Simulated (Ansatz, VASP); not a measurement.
## Two plane-wave programs on C

Contents of INCAR:

```
SYSTEM = C
PREC = Accurate ; ENCUT = 520
EDIFF = 1E-6 ; ISMEAR = 0
SIGMA = 0.1 ; LREAL = .FALSE.
LASPH = .TRUE. ; NELM = 60
ALGO = Normal ; ISIF = 2
LWAVE = .FALSE. ; LCHARG = .FALSE.
GGA = PE ; NBANDS = 8
```

File KPOINTS:

```
regular mesh
0
G
  8 8 10
  0 0 0
```

File POSCAR:

```
C
1.0
    1.9968944000      0.0000000000      0.0000000000
    0.0000000000      1.9968944000      0.0000000000
    0.0000000000      0.0000000000      1.5216893000
C
1
Direct
    0.5000000000      0.5000000000      0.5000000000
```

Input for Ansatz:

```yaml
crystal:
  lattice:
    - [1.9968944, 0.0, 0.0]
    - [0.0, 1.9968944, 0.0]
    - [0.0, 0.0, 1.5216893]
  atoms:
    - { symbol: C, position: [0.5, 0.5, 0.5] }
basis:
  ecutwfc: 420
kpoints:
  mp_grid: { grid: [8, 8, 10] }
hamiltonian:
  xc: pbe
scf:
  occupations: { method: gaussian, width: 0.1 }
  lower_state_search: "off"
output:
  forces: true
  stress: true
  eigenvalues: true
```

Alike in both runs: task single point; functional PBE; k mesh 8 × 8 × 10; occupations gaussian, width 0.1 eV; no spin polarisation.

```csv
,VASP,Ansatz
version,VASP 6.6.1,Ansatz 0.2.0
potentials or method,"VASP PAW PBE potentials, release 64 (C)","scalar-relativistic, plane waves, PAW"
plane-wave cutoff (eV),520,420
valence electrons in the cell,4,4
```

Ansatz gave:

* gap on the k mesh at the Fermi level (eV): none
* pressure (GPa): 0.1
* largest component of the traceless stress (GPa): 12.23

**Question.** Which values does VASP return?

**Answer.** gap on the k mesh at the Fermi level (eV): none; pressure (GPa): 0.4; largest component of the traceless stress (GPa): 12.55.

A gap of «none» marks a metal or a gap that the smearing closes. The functional is the same, so the differences come from potentials, cutoffs and numerics.

Caveats: the k mesh is coarse (spacing up to 0.41 Å⁻¹), so the values aren't converged.
